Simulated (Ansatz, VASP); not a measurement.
# PbF2 (1T-PbF2, 1 layer) in two plane-wave programs, part 2 of 2

One calculation is typed for both programs; each brings its own data sets. How far apart do they land? The structure shown is the start of the Ansatz relaxation below; VASP solves that cell, so the two are compared at the walk's first step.

VASP 6.6.1 and Ansatz 0.2.0.

So far: Set-up; Ansatz: relaxation, PBE.

### 3. VASP: single point, PBE, start cell

Level of this step: PBE; plane waves and PAW (F, Pb_d) (VASP).

The same cell, functional, mesh and smearing now go to VASP, with its own data sets.

Lines of VASP's logs that name or quote its potential files are left out, and so is its time.

Input file INCAR:

```
SYSTEM = PbF2
PREC = Accurate
ENCUT = 520
EDIFF = 1E-06
NELM = 120
ISMEAR = -1
SIGMA = 0.05
LREAL = .FALSE.
ALGO = Normal
GGA = PE
NBANDS = 20
LORBIT = 11
LWAVE = .FALSE.
LCHARG = .FALSE.
ISIF = 2
LDIPOL = .TRUE.
IDIPOL = 3
DIPOL = 0.5 0.5 0.5
LVHAR = .TRUE.
LASPH = .TRUE.
GGA_COMPAT = .FALSE.
EFERMI = MIDGAP
NELMDL = -8
```

Input file POSCAR:

```
PbF2
1.0
    2.7491420000      0.0000000000      0.0000000000
   -1.3745710000      2.3808270000      0.0000000000
    0.0000000000      0.0000000000     19.3573450000
F Pb
2 1
Direct
    0.6666666667      0.3333333333      0.4391098056
    0.3333333333      0.6666666667      0.5608901944
    0.0000000000      0.0000000000      0.4999999742
```

Input file KPOINTS:

```
Automatic mesh
0
Gamma
12 12 1
0 0 0
```

PAW data sets: F and Pb_d (PBE family, release 64).

Command:

```bash
$ mpirun -np 1 vasp_std
```

Numbers of over 12 decimals in the logs are rounded to 6 here.

The program printed:

```text
[banner, memory and clock lines left out]
running    1 mpi-ranks, on    1 nodes
 distrk:  each k-point on    1 cores,    1 groups
 distr:  one band on    1 cores,    1 groups

 POSCAR found type information on POSCAR F Pb
 POSCAR found :  2 types and       3 ions
 LDA part: xc-table for (Slater+PW92), standard interpolation
 POSCAR, INCAR and KPOINTS ok, starting setup
 FFT: planning ... GRIDC
 FFT: planning ... GRID_SOFT
 FFT: planning ... GRID
 WAVECAR not read
 entering main loop
       N       E                     dE             d eps       ncg     rms          rms(c)
DAV:   1     0.368149177848E+03    0.36815E+03   -0.13908E+04   760   0.128E+03
DAV:   2     0.314328652779E+02   -0.33672E+03   -0.32387E+03   948   0.380E+02
DAV:   3    -0.250685682786E+01   -0.33940E+02   -0.33584E+02   932   0.150E+02
DAV:   4    -0.366592711350E+01   -0.11591E+01   -0.11578E+01   972   0.333E+01
DAV:   5    -0.370182494507E+01   -0.35898E-01   -0.35896E-01   932   0.497E+00
DAV:   6    -0.370334502309E+01   -0.15201E-02   -0.15201E-02  1056   0.103E+00
DAV:   7    -0.370340110708E+01   -0.56084E-04   -0.56084E-04  1036   0.153E-01
DAV:   8    -0.370340376672E+01   -0.26596E-05   -0.26597E-05   912   0.268E-02    0.910E+00
DAV:   9    -0.170450655067E+01    0.19989E+01   -0.79926E+00  1140   0.395E+01    0.198E+00
DAV:  10    -0.169998280825E+01    0.45237E-02   -0.62942E-01   868   0.682E+00    0.132E+00
DAV:  11    -0.168437553523E+01    0.15607E-01   -0.10002E-01  1188   0.671E+00    0.404E-01
DAV:  12    -0.167960969710E+01    0.47658E-02   -0.27710E-02  1200   0.270E+00    0.976E-02
DAV:  13    -0.167942979264E+01    0.17990E-03   -0.22041E-03   940   0.637E-01    0.511E-02
DAV:  14    -0.167919341253E+01    0.23638E-03   -0.30719E-04  1084   0.208E-01    0.240E-02
DAV:  15    -0.167894286147E+01    0.25055E-03   -0.16330E-04   972   0.136E-01    0.157E-02
DAV:  16    -0.167908038577E+01   -0.13752E-03   -0.97797E-05  1020   0.103E-01    0.109E-02
DAV:  17    -0.167929116570E+01   -0.21078E-03   -0.61931E-05   872   0.799E-02    0.669E-03
DAV:  18    -0.167936364056E+01   -0.72475E-04   -0.62408E-06   720   0.298E-02    0.213E-03
DAV:  19    -0.167941297911E+01   -0.49339E-04   -0.38891E-06   684   0.994E-03    0.188E-03
DAV:  20    -0.167943578750E+01   -0.22808E-04   -0.22731E-06   744   0.679E-03    0.105E-03
DAV:  21    -0.167944506465E+01   -0.92771E-05   -0.57008E-07   760   0.512E-03    0.989E-04
DAV:  22    -0.167945414096E+01   -0.90763E-05   -0.68726E-07   748   0.548E-03    0.102E-03
DAV:  23    -0.167945520044E+01   -0.10595E-05   -0.26858E-08   756   0.176E-03    0.471E-04
DAV:  24    -0.167945588873E+01   -0.68830E-06   -0.21349E-08   624   0.141E-03
   1 F= -.16794559E+01 E0= -.16780350E+01  d E =-.284186E-02
```

OUTCAR, selected parts (step 3):

```text
ion  position               nearest neighbor table
   1  0.667  0.333  0.439-   3 1.98   3 1.98   3 1.98
   2  0.333  0.667  0.561-   3 1.98   3 1.98   3 1.98
   3  0.000  0.000  0.500-   1 1.98   1 1.98   1 1.98   2 1.98   2 1.98   2 1.98

  LATTYP: Found a hexagonal cell.
 ALAT       =     2.7491420000
 C/A-ratio  =     7.0412314097

 Subroutine GETGRP returns: Found 12 space group operations
 (whereof 12 operations were pure point group operations)

The static configuration has the point symmetry D_3d.

 Found     19 irreducible k-points:

   k-points           NKPTS =     19   k-points in BZ     NKDIM =     19   number of bands    NBANDS=     20

   dimension x,y,z NGX =    20 NGY =   20 NGZ =  144
   dimension x,y,z NGXF=    40 NGYF=   40 NGZF=  288

   ENCUT  =  520.0 eV  38.22 Ry    6.18 a.u.   5.11  5.11 35.99*2*pi/ulx,y,z

   NELECT =      28.0000    total number of electrons

 k-points in reciprocal lattice and weights: Automatic mesh
   0.00000000  0.00000000  0.00000000       0.007
   0.08333333 -0.00000000  0.00000000       0.042
   0.16666667 -0.00000000  0.00000000       0.042
   0.25000000 -0.00000000  0.00000000       0.042
   0.33333333  0.00000000  0.00000000       0.042
   0.41666667 -0.00000000  0.00000000       0.042
   0.50000000 -0.00000000  0.00000000       0.021
   0.08333333  0.08333333  0.00000000       0.042
   0.16666667  0.08333333  0.00000000       0.083
[...]
0.33333333  0.25000000  0.00000000       0.083
   0.33333333  0.33333333  0.00000000       0.014

 dipolmoment           0.000000      0.000000      0.000004 electrons x Angstroem

 average (electrostatic) potential at core
       1 -82.7347       2 -82.7346       3 -98.3491

 E-fermi :   1.1710

 k-point     1 :       0.0000    0.0000    0.0000
  band No.  band energies     occupation
    ...
     10      -8.0367      2.00000
     11      -8.0367      2.00000
     12      -6.3013      2.00000
     13      -6.3013      2.00000
     14      -3.5550      2.00000
     15       1.5564      0.00090
     16       3.3060      0.00000
     17       3.5054      0.00000
     18       4.1187      0.00000
     19       5.0887      0.00000
    ...

 k-point     2 :       0.0833   -0.0000    0.0000
  band No.  band energies     occupation
    ...
     10      -8.1910      2.00000
     11      -8.0456      2.00000
     12      -6.6122      2.00000
     13      -6.3507      2.00000
     14      -3.2189      2.00000
     15       1.9799      0.00000
     16       3.4719      0.00000
     17       3.7163      0.00000
     18       4.2920      0.00000
     19       5.2752      0.00000
    ...

 k-point     3 :       0.1667   -0.0000    0.0000
  band No.  band energies     occupation
    ...
     10      -8.4104      2.00000
     11      -8.1109      2.00000
     12      -7.2542      2.00000
     13      -6.4550      2.00000
     14      -2.4359      2.00000
     15       3.0029      0.00000
     16       3.9657      0.00000
     17       4.3746      0.00000
     18       4.8135      0.00000
     19       5.8308      0.00000
    ...

  Total       42.8775290     42.8775358     36.1922401      0.0000000      0.0000000      0.0000000
  in kB      542.2125048    542.2125911    457.6729501      0.0000000      0.0000000      0.0000000
  external PRESSURE =     514.0326820 kB  Pullay stress =       0.0000000 kB

  energy-cutoff  :      520.00
  volume of cell :      126.70
      direct lattice vectors                 reciprocal lattice vectors
     2.749142000  0.000000000  0.000000000     0.363749854  0.210011059  0.000000000
    -1.374571000  2.380827000  0.000000000     0.000000000  0.420022118  0.000000000
     0.000000000  0.000000000 19.357345000     0.000000000  0.000000000  0.051659977

 POSITION                                       TOTAL-FORCE (eV/Angst)
 -----------------------------------------------------------------------------------
      1.37457      0.79361      8.50000        -0.000000      0.000000    -15.407578
     -0.00000      1.58722     10.85735         0.000000     -0.000000     15.407578
      0.00000      0.00000      9.67867         0.000000     -0.000000      0.000000
 -----------------------------------------------------------------------------------
    total drift:                                0.000000      0.000000      0.001185

  FREE ENERGIE OF THE ION-ELECTRON SYSTEM (eV)
  ---------------------------------------------------
  free  energy   TOTEN  =        -1.6794558887 eV

  energy  without entropy=       -1.6766140323  energy(sigma->0) =       -1.67803496

 vacuum level on the upper side and lower side of the slab         3.703         3.703

 total charge
# of ion       s       p       d       tot
------------------------------------------
    1        1.792   4.501   0.000   6.293
    2        1.792   4.501   0.000   6.293
    3        1.539   1.040  10.214  12.793
--------------------------------------------------
tot          5.124  10.042  10.214  25.380

[... 3 further parts left out ...]
```

### 4. Comparison

Known differences besides the potentials themselves: the cutoff is 420 eV in Ansatz and 520 eV in VASP. Total energies have different zeros and are not compared.

Forces (eV/Å; atoms numbered as in POSCAR):

| atom | Ansatz x, y, z | VASP x, y, z |
| --- | --- | --- |
| F1 | 0.000, 0.000, -15.246 | 0.000, 0.000, -15.408 |
| F2 | 0.000, 0.000, 15.246 | 0.000, 0.000, 15.408 |
| Pb3 | 0.000, 0.000, 0.000 | 0.000, 0.000, 0.000 |

The forces differ by 76 meV/Å r.m.s., which is 1.1 % of the r.m.s. force of 7.263 eV/Å (both taken over all components). With vacuum in the cell, a pressure given here is an average over mostly empty space and none of the material.

### 5. Outcome

```
r.m.s. force difference (single point, PBE, start cell) : 1.1 % of the r.m.s. force
```

The r.m.s. force difference is 1.1 % of the r.m.s. force (single point, PBE, start cell), within the 3 % picked in this series as the mark of a large difference. Such differences can come from data sets, numerical settings and the points named under the comparisons, not from the functional's error against experiment.

[Lines on the potential files, build, host, timing and source positions are cut from VASP's logs without a mark.]

[Logs are printed without paths, hosts, clocks, repeated set-up lines and the standing remarks that a program may print on its own settings, such as how far it seeks lower states.]

[Hosts, paths, dates, database ids (printed as entryN), source tags and the programs' standing remarks are cut or masked in the printed files.]
